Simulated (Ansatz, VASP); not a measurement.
## One calculation of CdS, two programs

```xyz
2
Lattice="4.2612 0.0000 0.0000 -2.1306 3.6903 0.0000 0.0000 0.0000 5.8042" Properties=species:S:1:pos:R:3 pbc="T T T"
Cd    0.0000    0.0000    2.5695
S     2.1306    1.2301    2.5208
```

Alike in both runs: task single point; functional PBE; k mesh 6 × 6 × 4; occupations fermi-dirac, width 0.05 eV; no spin polarisation.

|  | VASP | Ansatz |
| --- | --- | --- |
| version | VASP 6.6.1 | Ansatz 0.2.0 |
| potentials or method | VASP PAW PBE potentials, release 64 (Cd, S), cutoff 520 eV | all-electron PAW datasets made for the crystal |

|  | VASP | Ansatz | Ansatz less VASP |
| --- | --- | --- | --- |
| gap on the k mesh at the Fermi level (eV) | 1.47 | 1.47 | -0.001 |
| least direct gap on the mesh (eV) | 1.47 | 1.47 | -0.001 |
| pressure (GPa) | -0.1 | -0.2 | -0.16 |
| largest component of the traceless stress (GPa) | 0.05 | 0.23 | +0.175 |

Ansatz ran all-electron here, so the differences hold the error of VASP's frozen core and of both bases.

A k mesh can miss the band edges.
